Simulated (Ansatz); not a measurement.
# Li2Se in Ansatz: the effect of functional

Li2Se:

```
Se Li
1.0
     0.00000    2.98235    2.98235
     2.98235    0.00000    2.98235
     2.98235    2.98235    0.00000
Se Li
1 2
Direct
  0.00000 0.00000 0.00000
  0.75000 0.75000 0.75000
  0.25000 0.25000 0.25000
```

The cell isn't the ideal one: volume scaled by 0.98.

Alike in all runs:

```yaml
Program: Ansatz 0.2.0
Task: single point
Potentials_or_basis: Ansatz PAW
k_mesh: 8 × 8 × 8
Occupations: fermi-dirac, width 0.05 eV
Spin: no spin polarisation
```

```tsv
functional	cutoff	gap on the mesh (eV)	pressure (GPa)
LDA	420 eV (not typed: the program's choice for these potentials)	2.80	-2.0
PBEsol	420 eV (not typed: the program's choice for these potentials)	?	?
r2SCAN	500 eV (not typed: the program's choice for these potentials)	3.47	0.4
```

Task: What does the run with functional PBEsol give?

Result: gap on the mesh 2.82 eV; pressure -0.3 GPa.

Caveats: the PAW data sets come from PBE, with cores solved anew for the run's functional, which leaves a small shift of forces and pressure.

A k mesh can miss the band edges.
